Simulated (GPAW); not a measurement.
Crystal: TaS2.

```xyz
3
Lattice="3.3500 0.0000 0.0000 -1.6750 2.9012 0.0000 0.0000 0.0000 5.8600" Properties=species:S:1:pos:R:3 pbc="T T T"
Ta    0.0000    0.0000    0.0000
S     1.6750    0.9671    4.3950
S     0.0000    1.9341    1.4650
```

* Program: GPAW 26.7.0
* Task: relaxation of cell and atoms
* Functional: BLYP
* Dispersion: D3(BJ)
* Potentials or basis: PAW data sets generated in the run's folder for this functional
* Cutoff: 600 eV
* Basis: pw
* k mesh: 9 × 9 × 5
* Occupations: fermi-dirac, width 0.05 eV
* Spin: no spin polarisation

At the start: pressure 6.4 GPa; volume 18.98 Å³/atom.

How do energy, volume and symmetry change on relaxing?

Over 37 steps the energy falls by 47.7 meV/atom and the volume is 18.35 Å³/atom (-3.3 %); space group P-3m1 (No. 164, to 0.05 Å).

The path:
```
step  energy change (eV)  largest force (eV/Å)  pressure (GPa)  volume (Å³)
   1              0.0000                1.4597            6.42        56.95
   2             -0.0513                1.0607            3.91        57.39
   3             -0.0980                0.4200           -0.01        58.09
   4             -0.0964                0.2314           -3.79        58.73
   5             -0.0983                0.2040           -3.61        58.66
   6             -0.1018                0.1510           -3.26        58.53
   7             -0.1060                0.0759           -2.74        58.34
   8             -0.1101                0.0159           -2.11        58.10
   9             -0.1133                0.1162           -1.40        57.83
  10             -0.1154                0.2128           -0.69        57.53
  11             -0.1167                0.2909           -0.06        57.25
  12             -0.1182                0.3446            0.43        56.96
  13             -0.1206                0.3611            0.73        56.70
  14             -0.1245                0.3296            0.74        56.47
  15             -0.1298                0.2449            0.44        56.28
  16             -0.1349                0.1118           -0.14        56.13
  17             -0.1381                0.0397           -0.81        55.96
  18             -0.1396                0.1436           -1.14        55.69
  19             -0.1414                0.1627           -0.90        55.29
  20             -0.1425                0.0869           -0.03        54.77
  21             -0.1425                0.0815           -0.01        54.77
  22             -0.1426                0.0712            0.04        54.77
  23             -0.1427                0.0568            0.10        54.77
  24             -0.1428                0.0399            0.18        54.77
  25             -0.1429                0.0223            0.24        54.78
  26             -0.1429                0.0065            0.29        54.80
  27             -0.1430                0.0055            0.31        54.82
  28             -0.1430                0.0129            0.28        54.87
  29             -0.1431                0.0142            0.21        54.92
  30             -0.1431                0.0086            0.08        55.00
  31             -0.1431                0.0026           -0.08        55.08
  32             -0.1431                0.0024           -0.07        55.08
  33             -0.1431                0.0019           -0.07        55.08
  34             -0.1432                0.0013           -0.06        55.07
  35             -0.1432                0.0004           -0.05        55.07
  36             -0.1432                0.0004           -0.04        55.07
  37             -0.1432                0.0013           -0.03        55.06
```

Final structure:
```xyz
3
Lattice="3.3634 0.0000 0.0000 -1.6817 2.9128 0.0000 0.0000 0.0000 5.6202" Properties=species:S:1:pos:R:3 pbc="T T T"
Ta    0.0000    0.0000    0.0000
S     1.6817    0.9709    4.0903
S     0.0000    1.9419    1.5299
```

Caveat: later steps reuse the first step's grids.
